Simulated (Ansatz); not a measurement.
# InAs: the cell at several levels of theory

How does the equilibrium cell of InAs built on the NiAs prototype depend on the functional? It is relaxed with PBE and r2SCAN. This is a trial cell built on a prototype, not taken from a measured structure, and it needn't be the compound's ground state.

The runs shown are made with Ansatz 0.2.0. PAW datasets, plane waves, zero pressure. (Calculated; spin-unpolarised; the phase may be known or hypothetical.)

## (1) The cell

This is the cell as the run starts from it, not yet at rest; its lengths are not the crystal's.

The symmetry is P6_3/mmc (No. 194, hexagonal); conventional cell a = 3.883 Å, c = 6.330 Å, 20.67 Å³ an atom. Around In lie 6 As at 2.74 Å; around As lie 6 In at 2.74 Å.

As a file:

Space group P6_3/mmc (No. 194). a = 3.883 Å, b = 3.883 Å, c = 6.330 Å, α = 90.00°, β = 90.00°, γ = 120.00°
```json
{"atom": "In", "site": "2a", "symmetry": "-3m.", "x": "0.0000", "y": "0.0000", "z": "0.0000"}
{"atom": "As", "site": "2c", "symmetry": "-6m2", "x": "0.3333", "y": "0.6667", "z": "0.2500"}
```

## (2) PBE: cell and atoms

File input.yaml:

```yaml
crystal:
  lattice:
    - [3.8833938, 0.0, 0.0]
    - [-1.9416969, 3.3631176837, 0.0]
    - [0.0, 0.0, 6.329931894]
  atoms:
    - { symbol: In, position: [0.0, 0.0, 0.0] }
    - { symbol: In, position: [0.0, 0.0, 0.5] }
    - { symbol: As, position: [0.3333333333, 0.6666666667, 0.25] }
    - { symbol: As, position: [0.6666666667, 0.3333333333, 0.75] }
kpoints:
  mp_grid: { grid: [12, 12, 4] }
hamiltonian:
  xc: pbe
scf:
  occupations: { method: fermi_dirac, width: 0.02 }
relax:
  f_tol: 0.005
  cell: {}
output:
  write_density: true
  write_potential: true
  elf: true
  volumetric_format: npy
```

The run is started by

```sh
ansatz run input.yaml --threads 2 --pin off --max-ram 2211MiB --backend cpu --events-out ev --progress --plain --runs-dir out
```

The runs that follow: r2SCAN: cell and atoms.

**Question.** What will these runs give? Wanted: for each run, a; c; volume; space group; SCF geometries.

As calculated:

```
 level  a (Å)  c (Å)  volume (Å³/atom)  space group  SCF geometries
   PBE  4.017  6.901            24.112     P6_3/mmc               6
r2SCAN  3.965  6.849            23.315     P6_3/mmc               5
```

In words: The first relaxation changed the volume by +16.7 % from the start. The volume runs from r2SCAN (least) to PBE (most), a spread of 3.4 %, or 1.1 % in length if all axes shared it alike. The meshes differ: PBE 12×12×4, r2SCAN 6×6×4.
